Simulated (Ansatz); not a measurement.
Runs of Ansatz 0.2.0 on TiO. It takes space group P-62m (No. 189, hexagonal). Conventional cell: a = 4.989 Å, b = 4.989 Å, c = 2.873 Å, α = 90.00°, β = 90.00°, γ = 120.00°. Ti (site symmetry -62m) has 3 O at 1.97 Å as nearest neighbours. Around Ti (site symmetry -6) lie 6 O at 2.10 Å. O (site symmetry m2m) is surrounded by 5 Ti at 1.97 to 2.10 Å. The cell comes from a database or a generator and needn't be the stable form of this composition.

| task | level | U | cell | cutoff (eV) | points for each segment of the path | hubbard projectors | double counting | gap on the mesh (eV) | pressure (GPa) | largest force (eV/Å) |
| --- | --- | --- | --- | --- | --- | --- | --- | --- | --- | --- |
| band structure | PBEsol+U | Ti d U = 4 eV | as given | 420 | 14 | ortho-atomic (the default) | fll (the default) | none | (b) | 0.09 |
| relaxation of cell and atoms | r2SCAN | - | relaxed | 500 | - | - | - | none | 0.0 | - |
| band structure | PBEsol+U | Ti d U = 3 eV | as given | 420 | 14 | ortho-atomic (the default) | fll (the default) | none | -1.3 | (a) |
| band structure | PBEsol+U | Ti d U = 6 eV | as given | 420 | 14 | ortho-atomic (the default) | fll (the default) | none | 6.1 | 0.24 |

Alike in all rows: potentials or basis Ansatz PAW; no spin polarisation; k mesh 6 × 6 × 9; smearing fermi-dirac 0.05 eV.

Question: Estimate the missing entries.

Answer: (a) 0.07; (b) 0.5.

Caveats: the PAW data sets come from PBE, with cores solved anew for the run's functional, which leaves a small shift of forces and pressure; U without spin polarisation on a metal has little footing (some runs); the plane-wave basis is chosen anew once the cell has moved, so the energies of steps on either side of that aren't comparable (some runs); semilocal functionals often make such compounds metallic where correlation or magnetic order opens a gap, which also shifts bond lengths (some runs).

A k mesh can miss the band edges.

A gap of «none» marks a metal or a gap under the smearing width.

Not every run made on this cell is shown here.
